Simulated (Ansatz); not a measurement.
Runs of Ansatz 0.2.0 on PbSe. It takes space group Pm-3m (No. 221, cubic). The conventional cell has a = 3.784 Å, b = 3.784 Å, c = 3.784 Å, α = 90.00°, β = 90.00°, γ = 90.00°. Around Pb (site symmetry m-3m) lie 8 Se at 3.28 Å. Around Se (site symmetry m-3m) lie 8 Pb at 3.28 Å. Measurements of this composition are mostly on another form, of space group No. 225.

```tsv
task	level	spin	cell	k mesh	smearing	points for each segment of the path	gap on the mesh (eV)	pressure (GPa)	relaxed volume (Å³/atom)
single point	PBE	off	as given	7 × 7 × 7	gaussian 0.011 eV	-	none	-0.2	-
band structure	PBEsol	off	as given	7 × 7 × 7	fermi-dirac 0.05 eV	14	none	(a)	-
relaxation of cell and atoms	RPBE	off	relaxed	7 × 7 × 7	fermi-dirac 0.05 eV	-	none	0.0	28.14
band structure	PBE	SOC, no magnetisation	as given	5 × 5 × 5	fermi-dirac 0.05 eV	14	none	-0.4	-
relaxation of cell and atoms	PBEsol	off	relaxed	7 × 7 × 7	fermi-dirac 0.05 eV	-	none	0.0	25.40
relaxation of cell and atoms	PBE	off	relaxed	7 × 7 × 7	fermi-dirac 0.05 eV	-	none	0.0	27.00
band structure	PBE	off	as given	7 × 7 × 7	fermi-dirac 0.05 eV	14	none	-0.2	-
band structure	revPBE	off	as given	7 × 7 × 7	fermi-dirac 0.05 eV	14	none	1.2	-
band structure	LDA	off	as given	7 × 7 × 7	fermi-dirac 0.05 eV	14	none	-4.8	-
band structure	RPBE	off	as given	7 × 7 × 7	fermi-dirac 0.05 eV	14	none	1.7	-
band structure	PBEsol	SOC, no magnetisation	as given	5 × 5 × 5	fermi-dirac 0.05 eV	14	none	-3.5	-
band structure	LDA	SOC, no magnetisation	as given	5 × 5 × 5	fermi-dirac 0.05 eV	14	none	(b)	-
```

Alike in all rows: potentials or basis Ansatz PAW; cutoff (eV) 420.

Question: Fill in the values left out.

Answer: (a) -3.3; (b) -5.0.

Caveats: the PAW data sets come from PBE, with cores solved anew for the run's functional, which leaves a small shift of forces and pressure (some runs); spin-orbit coupling is left out, which moves the levels of the heavy elements (some runs); the plane-wave basis is chosen anew once the cell has moved, so the energies of steps on either side of that aren't comparable (some runs).

A k mesh can miss the band edges, and rows without SOC leave out spin-orbit coupling on Pb, Se.

A gap of «none» marks a metal or a gap under the smearing width.
